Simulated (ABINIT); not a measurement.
Crystal: CdF2.

```
Cd F
1.0
     0.00000    2.69400    2.69400
     2.69400    0.00000    2.69400
     2.69400    2.69400    0.00000
Cd F
1 2
Cartesian
  0.0000 0.0000 0.0000
  4.0410 4.0410 4.0410
  1.3470 1.3470 1.3470
```

Base run:

- Program: ABINIT 10.8.3 (patched build)
- Functional: PBE
- Potentials or basis: JTH PAW PBE v2.0
- Cutoff: 626 eV
- k mesh: 9 × 9 × 9
- Occupations: fermi-dirac, width 0.05 eV
- Spin: no spin polarisation

Its results: band gap on the k mesh 3.10 eV, indirect (least direct gap 3.56 eV); pressure 5.1 GPa.

**Question.** After a change of settings the same cell gave: band gap on the k mesh 2.93 eV, indirect (least direct gap 3.38 eV); pressure -0.5 GPa. Which change was it?
A. functional from PBE to PBEsol
B. k mesh from 9 × 9 × 9 to 12 × 12 × 12
C. k mesh from 9 × 9 × 9 to 4 × 4 × 4
D. functional from PBE to revPBE

**Answer.** A.

PBEsol binds more tightly than PBE, so the same cell stands under less pressure.

Caveats: the PAW data sets were made with another functional, which shifts forces and pressure a little (some runs).

Not every run made on this cell is shown here.
